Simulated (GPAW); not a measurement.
Here is a GPAW 26.7.0 calculation.

File run.py:

```python
from ase import Atoms
from ase.dft.bandgap import bandgap
from ase.io import write
from ase.units import GPa
from gpaw import GPAW, PW

atoms = Atoms(['Hf', 'C'],
              cell=[[0.0, 2.325, 2.325],
                    [2.325, 0.0, 2.325],
                    [2.325, 2.325, 0.0]],
              scaled_positions=[[0.5, 0.5, 0.5],
                                [0.0, 0.0, 0.0]],
              pbc=True)

calc = GPAW(mode=PW(800),
            xc='PBE',
            kpts={'size': (10, 10, 10), 'gamma': True},
            occupations={'name': 'fermi-dirac', 'width': 0.05},
            nbands=18,
            convergence={'density': 1e-05, 'energy': 1e-05},
            maxiter=150,
            txt='gpaw.txt')
atoms.calc = calc
energy = atoms.get_potential_energy()
forces = atoms.get_forces()
stress = atoms.get_stress()
calc.write('gs.gpw')
write('result.traj', atoms)
print(f'Energy: {energy:.6f} eV')
print('Forces (eV/A):')
print(forces.round(4))
print('Stress (GPa):', (stress / GPa).round(3))
print('Fermi level:', round(calc.get_fermi_level(), 4), 'eV')
print(f'Gap: {bandgap(calc)[0]:.4f} eV, direct: {bandgap(calc, direct=True)[0]:.4f} eV')
```

Potentials or basis: GPAW PAW data sets (gpaw-data 1.2.1), pw.

Launch:

```sh
$ OMP_NUM_THREADS=1 python run.py
```

**Question.** Estimate the band gap on the k mesh.

**Answer.** None (metal or under the smearing width).

**Question.** Predict the pressure.

**Answer.** 1.3 GPa.

Spin-orbit coupling is left out, which matters for the levels of Hf.
